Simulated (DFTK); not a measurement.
GaN:

```
Ga N
1.0
     3.18000    0.00000    0.00000
    -1.59000    2.75396    0.00000
     0.00000    0.00000    5.16600
Ga N
2 2
Direct
  0.66667 0.33333 0.50000
  0.33333 0.66667 0.00000
  0.66667 0.33333 0.87500
  0.33333 0.66667 0.37500
```

Base run:

| Property | Result |
| --- | --- |
| Program | DFTK 0.8.2 |
| Functional | PBEsol |
| Potentials or basis | dojo.nc.sr.pbesol.v0_4_1.standard.upf (PBEsol) |
| Cutoff | 1143 eV |
| k mesh | 10 × 10 × 5 |
| Occupations | fermi-dirac, width 0.05 eV |
| Spin | no spin polarisation |

Its results: band gap on the k mesh 1.95 eV, direct; largest force 0.133 eV/Å.

**Question.** The run is repeated on the same cell with these changes: potentials or basis from dojo.nc.sr.pbesol.v0_4_1.standard.upf (PBEsol) to SPMS 1.0 (PBE); cutoff from 1143 eV to 816 eV; k mesh from 10 × 10 × 5 to 9 × 9 × 4. What comes out?

**Answer.** Band gap on the k mesh 1.90 eV, direct; largest force 0.131 eV/Å.

Caveats: an odd mesh through Γ misses points on the zone boundary, where band edges often lie (some runs); the potentials were made for another functional, which shifts forces and pressure (some runs).

Not every run made on this cell is shown here.
